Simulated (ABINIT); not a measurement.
Runs of ABINIT 10.8.3 (patched build) on KTaO3. The structure is cubic, space group Pm-3m (No. 221). Conventional cell: a = 3.988 Å, b = 3.988 Å, c = 3.988 Å, α = 90.00°, β = 90.00°, γ = 90.00°. Around Ta (site symmetry m-3m) lie 6 O at 1.99 Å. Around K (site symmetry m-3m) lie 12 O at 2.82 Å. O (site symmetry 4/mmm) has 2 Ta at 1.99 Å as nearest neighbours. 

```csv
task,level,potentials or basis,cell,k mesh,cutoff (eV),smearing,k points of the masses,bands of the masses,fine-grid cutoff,bands in the sums,one-shot functional,gap on the mesh (eV),pressure (GPa)
effective masses,PBE,JTH PAW PBE v2.0,as given,5 × 5 × 5,517,fixed,"[[0.4, 0.4, 0.4], [0.0, 0.0, 0.0]]","[[20, 20], [21, 23]]",1034.03 eV,-,-,-,5.2
single point,PBE,PseudoDojo NC SR PBE v0.4 stringent,as given,5 × 5 × 5,1796,fermi-dirac 0.05 eV,-,-,-,-,-,2.34,(b)
one-shot levels of the hybrid HF,PBE,PseudoDojo NC SR PBE v0.4 stringent,as given,4 × 4 × 4,1796,fixed,-,-,-,35,HF,2.22,-
positron lifetime,PBE,JTH PAW PBE v2.0,as given,5 × 5 × 5,517,fermi-dirac 0.05 eV,-,-,1034.03 eV,-,-,(a),5.2
relaxation of cell and atoms,LDA,JTH PAW LDA v2.0,relaxed,5 × 5 × 5,626,fermi-dirac 0.05 eV,-,-,1224.51 eV,-,-,2.20,0.0
```

Alike in all rows: no spin polarisation.

Task: Estimate the missing entries.

Result: (a) 2.29; (b) 4.9.

Caveats: spin-orbit coupling is left out, which moves the levels of the heavy elements (some runs); an odd mesh through Γ misses points on the zone boundary, where band edges often lie (some runs); the masses are taken at a mesh point that needn't be the band's extremum (some runs); the PAW basis is incomplete for the positron (some runs).

A k mesh can miss the band edges, and the runs leave out spin-orbit coupling on Ta.

Not every run made on this cell is shown here.
